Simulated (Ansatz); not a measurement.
H started at a second open point in cubic perovskite BaTiO3, 41 atoms, charge +1

All numbers come from Ansatz (PAW, plane waves, no spin–orbit coupling) at the single k point (¼, ¼, ¼) without its symmetry partners. The atoms were relaxed with PBEsol in a fixed cell; other functionals are single points on those atoms unless said otherwise. The valence top and gap of the host come from its small cell on a dense mesh, with the band extrema sought between the mesh points, lined up by the mean potential, PBEsol gap 1.81 eV, r²SCAN gap 2.22 eV. The charge correction uses an assumed dielectric constant of 300.

Relaxed structure:

```
Ba Ti O H
1.0
     7.94042    0.00000    0.00000
     0.00000    7.94042    0.00000
     0.00000    0.00000    7.94042
Ba Ti O H
8 8 24 1
Direct
  0.00380 0.00612 0.00142
  0.99815 0.00504 0.50257
  0.00282 0.50133 0.00155
  0.99800 0.50083 0.50292
  0.49674 0.00639 0.00384
  0.49210 0.01767 0.50516
  0.49688 0.50058 0.00442
  0.49058 0.48623 0.50597
  0.25065 0.25851 0.25581
  0.25009 0.25791 0.75902
  0.25833 0.75794 0.26354
  0.25745 0.75781 0.75819
  0.75400 0.26037 0.25743
  0.75338 0.25972 0.76042
  0.76184 0.76010 0.23361
  0.75369 0.75970 0.76053
  0.24250 0.24809 0.99728
  0.24224 0.24783 0.49650
  0.24890 0.74742 0.99517
  0.24120 0.74723 0.49673
  0.74416 0.24728 0.99591
  0.74335 0.24749 0.49503
  0.74142 0.74721 0.99826
  0.74167 0.74635 0.49703
  0.99242 0.24767 0.24794
  0.99134 0.24741 0.74877
  0.99218 0.74743 0.24740
  0.98634 0.74758 0.74688
  0.49058 0.24764 0.24802
  0.48952 0.24796 0.75077
  0.49771 0.74745 0.26438
  0.49312 0.74682 0.74177
  0.24492 0.99406 0.24927
  0.24334 0.99496 0.74821
  0.24452 0.49544 0.24920
  0.24252 0.49488 0.74837
  0.74615 0.99302 0.24551
  0.74196 0.99335 0.74966
  0.74543 0.49564 0.24655
  0.74249 0.49507 0.74943
  0.62226 0.74899 0.46274
```

Chemical potentials μ are those of reference phases of the elements at zero temperature by the same functional (the usual solids, diamond for C, grey Sn, and the molecules H2, N2, O2, F2, Cl2, Br2 and S8).

```
functional  E(defect) − E(host) − Σ nμ + q·E_VBM (eV)  monopole (eV)  alignment (eV)  formation energy at E_F = VBM (eV)  moment (μB)                       wall time, shared host
    PBEsol                                      -1.40           0.01           -0.04                               -1.43  0 (no spin)  38 s on 8 threads of EPYC 9R45 (relaxation)
```

Task: Estimate the formation energy and moment that r²SCAN gives on these atoms.

Result: -1.43 eV at E_F = VBM (-1.40 eV before the monopole term 0.01 eV and the alignment -0.04 eV), moment 0 (no spin).

Task: How does the monopole term follow by hand for this cubic cell?

Result: q²·α·e²/(4πε₀)/(2εL) with the Madelung constant α = 2.837 and e²/4πε₀ = 14.40 eV·Å: 1 × 2.837 × 14.40 / (2 × 300 × 7.940) = 0.01 eV.

r²SCAN one-electron levels near the gap (the ten most localised at most), from the host's valence top, not corrected for the charge's images:

```csv
level (eV),spin,filling,atoms sharing it,element of the atom with most weight
-0.26,both,2.00,17.7,spread
-0.23,both,2.00,20.4,spread
-0.17,both,2.00,14.9,spread
-0.16,both,2.00,15.9,spread
```

All elements are taken at their own reference at once; growth conditions in equilibrium with the host shift these energies, by up to the host's formation enthalpy.

The ideal cubic host may itself distort, and that gain is in these energies.

One k point and a cell of this size can leave errors of several tenths of an eV in such numbers.
